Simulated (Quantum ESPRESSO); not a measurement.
The system is Ag.

```
CELL_PARAMETERS angstrom
-1.65565 1.65565 1.65565
1.65565 -1.65565 1.65565
1.65565 1.65565 -1.65565
ATOMIC_POSITIONS crystal
Ag 0.00000 0.00000 0.00000
```

This isn't the form of Ag at room conditions, which is fcc.

A run of Quantum ESPRESSO 7.5 on this cell left the log below. Logs are shortened: lines on timing, memory, paths and dates and some standing lists are left out, and cuts for length are marked.

```text
This program is part of the open-source Quantum ESPRESSO suite
     for quantum simulation of materials; please cite
[... 9 lines left out ...]
     --------------------
     sticks:   dense  smooth     PW     G-vecs:    dense   smooth      PW
     Sum         611     611    197                 9453     9453    1721

     Using Slab Decomposition

     bravais-lattice index     =            0
     lattice parameter (alat)  =       5.4191  a.u.
     unit-cell volume          =     122.5083 (a.u.)^3
     number of atoms/cell      =            1
     number of atomic types    =            1
     number of electrons       =        19.00
     number of Kohn-Sham states=           16
     kinetic-energy cutoff     =      69.0000  Ry
     charge density cutoff     =     276.0000  Ry
     scf convergence threshold =      2.0E-10
     mixing beta               =       0.5000
     number of iterations used =            8  plain     mixing
     energy convergence thresh.=      1.0E-05
     force convergence thresh. =      4.0E-04
     press convergence thresh. =      3.0E-01
     Exchange-correlation= PBE
                           (   1   4   3   4   0   0   0)
     nstep                     =           40

     celldm(1)=   5.419124  celldm(2)=   0.000000  celldm(3)=   0.000000
     celldm(4)=   0.000000  celldm(5)=   0.000000  celldm(6)=   0.000000

     crystal axes: (cart. coord. in units of alat)
               a(1) = (  -0.577350   0.577350   0.577350 )
               a(2) = (   0.577350  -0.577350   0.577350 )
               a(3) = (   0.577350   0.577350  -0.577350 )

     reciprocal axes: (cart. coord. in units 2 pi/alat)
               b(1) = ( -0.000000  0.866025  0.866025 )
               b(2) = (  0.866025 -0.000000  0.866025 )
               b(3) = (  0.866025  0.866025  0.000000 )

     PseudoPot. # 1 for Ag read from file:
     Ag_ONCV_PBE-1.0.oncvpsp.upf
     Pseudo is Norm-conserving, Zval = 19.0
     Generated using ONCVPSP code by D. R. Hamann
     Using radial grid of 1398 points,  6 beta functions with:
                l(1) =   0
                l(2) =   0
                l(3) =   1
                l(4) =   1
                l(5) =   2
                l(6) =   2

     atomic species   valence    mass     pseudopotential
     Ag               19.00   107.86820     Ag( 1.00)

[... 2088 lines left out ...]
     scf convergence threshold =      2.0E-12
     mixing beta               =       0.5000
     number of iterations used =            8  plain     mixing
     press convergence thresh. =      3.0E-01
     Exchange-correlation= PBE
                           (   1   4   3   4   0   0   0)

     celldm(1)=   5.419124  celldm(2)=   0.000000  celldm(3)=   0.000000
     celldm(4)=   0.000000  celldm(5)=   0.000000  celldm(6)=   0.000000

     crystal axes: (cart. coord. in units of alat)
               a(1) = (  -0.558824   0.558824   0.558824 )
               a(2) = (   0.558824  -0.558824   0.558824 )
               a(3) = (   0.558824   0.558824  -0.558824 )

     reciprocal axes: (cart. coord. in units 2 pi/alat)
               b(1) = (  0.000000  0.894737  0.894737 )
               b(2) = (  0.894737  0.000000  0.894737 )
               b(3) = (  0.894737  0.894737  0.000000 )

     PseudoPot. # 1 for Ag read from file:
     Ag_ONCV_PBE-1.0.oncvpsp.upf
     Pseudo is Norm-conserving, Zval = 19.0
     Generated using ONCVPSP code by D. R. Hamann
     Using radial grid of 1398 points,  6 beta functions with:
                l(1) =   0
                l(2) =   0
                l(3) =   1
                l(4) =   1
                l(5) =   2
                l(6) =   2

     atomic species   valence    mass     pseudopotential
     Ag               19.00   107.86820     Ag( 1.00)

     48 Sym. Ops., with inversion, found

   Cartesian axes

     site n.     atom                  positions (alat units)
         1        Ag     tau(   1) = (   0.0000000   0.0000000   0.0000000  )

     number of k points=    56  Fermi-Dirac smearing, width (Ry)=  0.0037
                       cart. coord. in units 2pi/alat
        k(    1) = (   0.0000000   0.0000000   0.0000000), wk =   0.0015026
        k(    2) = (   0.0813397   0.0813397   0.0000000), wk =   0.0180316
        k(    3) = (   0.1626794   0.1626794   0.0000000), wk =   0.0180316
        k(    4) = (   0.2440191   0.2440191   0.0000000), wk =   0.0180316
        k(    5) = (   0.3253588   0.3253588   0.0000000), wk =   0.0180316
        k(    6) = (   0.4066985   0.4066985   0.0000000), wk =   0.0180316
[... 48 lines left out ...]
        k(   55) = (  -0.8133969  -0.0813397  -0.0813397), wk =   0.0120210
        k(   56) = (   0.0000000   0.0000000   0.8133969), wk =   0.0090158

     Dense  grid:     8589 G-vectors     FFT dimensions: (  27,  27,  27)

     Initial potential from superposition of free atoms

     starting charge      18.9997, renormalised to      19.0000
     Starting wfcs are   10 randomized atomic wfcs +    6 random wfcs

     Self-consistent Calculation

     iteration #  1     ecut=    69.00 Ry     beta= 0.50
     Davidson diagonalization with overlap
     c_bands:  1 eigenvalues not converged
     c_bands:  1 eigenvalues not converged
     ethr =  1.00E-06,  avg # of iterations = 11.2

     total energy              =    -287.31991191 Ry
     estimated scf accuracy    <       0.02048045 Ry

     iteration #  2     ecut=    69.00 Ry     beta= 0.50
     Davidson diagonalization with overlap
     ethr =  1.08E-04,  avg # of iterations =  2.0
[... 369 lines left out ...]
          total   stress  (Ry/bohr**3)                   (kbar)     P=       99.97
   0.00067959  -0.00000000  -0.00000000           99.97       -0.00       -0.00
  -0.00000000   0.00067959  -0.00000000           -0.00       99.97       -0.00
  -0.00000000  -0.00000000   0.00067959           -0.00       -0.00       99.97

=------------------------------------------------------------------------------=
   JOB DONE.
=------------------------------------------------------------------------------=
```

Task: What input gives this log?

Result: Relaxation of cell and atoms with PBE, no spin polarisation. The files as run (others can give the same):

pw.in
```
&CONTROL
  calculation = 'vc-relax'
  prefix = 'pwscf'
  outdir = './tmp'
  pseudo_dir = './pseudo'
  tprnfor = .true.
  tstress = .true.
  disk_io = 'low'
  nstep = 40
  forc_conv_thr = 0.0004
  etot_conv_thr = 1d-05
/
&SYSTEM
  ibrav = 0
  nat = 1
  ntyp = 1
  ecutwfc = 69
  nbnd = 16
  occupations = 'smearing'
  smearing = 'fd'
  degauss = 0.00367493
/
&ELECTRONS
  conv_thr = 2d-10
  electron_maxstep = 120
  mixing_beta = 0.5
/
&IONS
  ion_dynamics = 'bfgs'
/
&CELL
  cell_dynamics = 'bfgs'
  press = 100
  press_conv_thr = 0.3
/
ATOMIC_SPECIES
Ag   107.8682 Ag_ONCV_PBE-1.0.oncvpsp.upf
CELL_PARAMETERS angstrom
  -1.6556540000    1.6556540000    1.6556540000
   1.6556540000   -1.6556540000    1.6556540000
   1.6556540000    1.6556540000   -1.6556540000
ATOMIC_POSITIONS angstrom
Ag     0.0000000000    0.0000000000    0.0000000000
K_POINTS automatic
11 11 11 0 0 0
```

Potentials or basis: SSSP 1.3 efficiency PBE.
Command:
```console
$ OMP_NUM_THREADS=1 pw.x -in pw.in > pw.out
```
